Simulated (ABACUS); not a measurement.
## Lu in ABACUS: the effect of functional

Crystal: Lu.

```
CELL_PARAMETERS angstrom
3.57181 0.00000 0.00000
-1.78590 3.09327 0.00000
0.00000 0.00000 5.65977
ATOMIC_POSITIONS crystal
Lu 0.66667 0.33333 0.75000
Lu 0.33333 0.66667 0.25000
```

The cell isn't the ideal one: volume scaled by 1.06.

Alike in all runs:

| Quantity | Value |
| --- | --- |
| Program | ABACUS 3.10.1 |
| Task | equation of state |
| Potentials or basis | PseudoDojo NC SR 0.4.1 PBE standard |
| Cutoff | 1361 eV |
| Density cutoff | 5442 eV |
| Basis | plane waves |
| k mesh | 6 × 6 × 4 |
| Occupations | fermi-dirac, width 0.05 eV |
| Spin | no spin polarisation |

**Question.** One run gave: pressure -2.3 GPa. Which functional did it use?
A. BLYP
B. LDA
C. PBEsol
D. PW91

**Answer.** A.

```csv
functional,pressure (GPa)
LDA,-8.3
PBEsol,-5.5
PW91,-3.5
BLYP,-2.3
```

Caveats: the potentials were made for another functional, which shifts forces and pressure.

Runs at the PBE level aren't shown here.
